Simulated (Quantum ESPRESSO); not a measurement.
V, 1 atom in the cell. Symmetry: Im-3m, No. 229, cubic system. Conventional cell: a = 3.029 Å, b = 3.029 Å, c = 3.029 Å, α = 90.00°, β = 90.00°, γ = 90.00°. V (site symmetry m-3m) is surrounded by 8 V at 2.62 Å. 

* Program: Quantum ESPRESSO 7.5
* Task: band structure
* Functional: PBEsol
* Potentials or basis: GBRV 1.5 PBEsol
* Cutoff: 612 eV
* Density cutoff: 4898 eV
* k mesh: 12 × 12 × 12
* Occupations: fermi-dirac, width 0.05 eV
* Spin: collinear spin, ferromagnetic start
* Starting moments: [2.0] μB
* Mixing beta: 0.3
* Most SCF iterations: 120
* SCF threshold: 2e-10 Ry

Potentials or basis: GBRV 1.5 PBEsol.

Launch:

```bash
$ OMP_NUM_THREADS=1 mpirun -n 2 pw.x -nk 2 -in pw.in > pw.out
$ OMP_NUM_THREADS=1 mpirun -n 2 pw.x -nk 2 -in bands.in > bands.out
```

Hardware: 2 MPI ranks on Arm Neoverse V2, on a shared host.

How long does it take, and how much memory?

It took 14 s on 2 MPI ranks on Arm Neoverse V2, on a shared host, peak memory 0.18 GiB a rank. Counts: scf iterations 13, k pools 2, bands 15, k points 72, g dense 10833.
